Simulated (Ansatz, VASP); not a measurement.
Given: the input of a run of VASP 6.6.1 on Be. This isn't the form of Be at room conditions, which is hcp.

INCAR

```
ALGO = Normal
EDIFF = 1E-6
EDIFFG = -0.01
ENCUT = 600
GGA = RP
IBRION = 2
ISIF = 3
ISMEAR = -1
LASPH = True
LCHARG = False
LREAL = False
LWAVE = False
NELM = 60
NSW = 60
PREC = Accurate
SIGMA = 0.05
```

File KPOINTS:

```
k-points
0
Gamma
  13 13 10
```

File POSCAR:

```
Be
1.0
    2.0208100000      0.0000000000      0.0000000000
    0.0000000000      2.0208100000      0.0000000000
    0.0000000000      0.0000000000      2.6616400000
Be
1
Direct
    0.0000000000      0.0000000000      0.5000000000
```

Potentials or basis: VASP PAW PBE potentials, release 64 (Be).

Launch:

```console
$ cat potpaw_PBE.64/Be/POTCAR > POTCAR
$ mpirun -np 1 vasp_std > vasp.out
```

Question: Set up the same calculation for Ansatz 0.2.0. Potentials or basis there: Ansatz PAW, cutoff 420 eV.

Answer: As run (cutoffs and basis follow the program's own potentials, and thresholds, step limits or extra output files can differ):

Contents of input.yaml:

```yaml
crystal:
  lattice:
    - [2.02081, 0.0, 0.0]
    - [0.0, 2.02081, 0.0]
    - [0.0, 0.0, 2.66164]
  atoms:
    - { symbol: Be, position: [0.0, 0.0, 0.5] }
hamiltonian:
  xc: rpbe
  pseudopotentials: { kind: paw }
kpoints:
  mp_grid: { grid: [13, 13, 10] }
scf:
  occupations: { method: fermi_dirac, width: 0.05 }
output:
  forces: true
  stress: true
  eigenvalues: true
relax:
  f_tol: 0.01
  max_steps: 40
  cell: { stress_tol: 0.05 }
```

Potentials or basis: Ansatz PAW.

Launch:

```bash
$ ansatz run input.yaml --threads 2 --pin off --max-ram 5632MiB --backend cpu --events-out ev --progress --plain --runs-dir out
```

Both were run:

|  | VASP | Ansatz |
| --- | --- | --- |
| Relaxed volume | 11.18 Å³/atom | 11.18 Å³/atom |
| Relaxed cell | a = 2.038 Å, b = 2.038 Å, c = 2.690 Å, α = 90.00°, β = 90.00°, γ = 90.00° | a = 2.038 Å, b = 2.038 Å, c = 2.692 Å, α = 90.00°, β = 90.00°, γ = 90.00° |
| Space group after relaxing | P4/mmm (No. 123) | P4/mmm (No. 123) |
| Pressure after relaxing | 0.0 GPa | 0.0 GPa |

Ansatz's pressure holds a Pulay term of +0.03 GPa for its cutoff of 420 eV, which the other run lacks.

VASP's potentials were made for PBE. Ansatz's potentials were made for PBE.

Where Ansatz's input types no cutoff or centring, it takes its own default and a Γ-centred mesh.

Pressure is positive in compression.
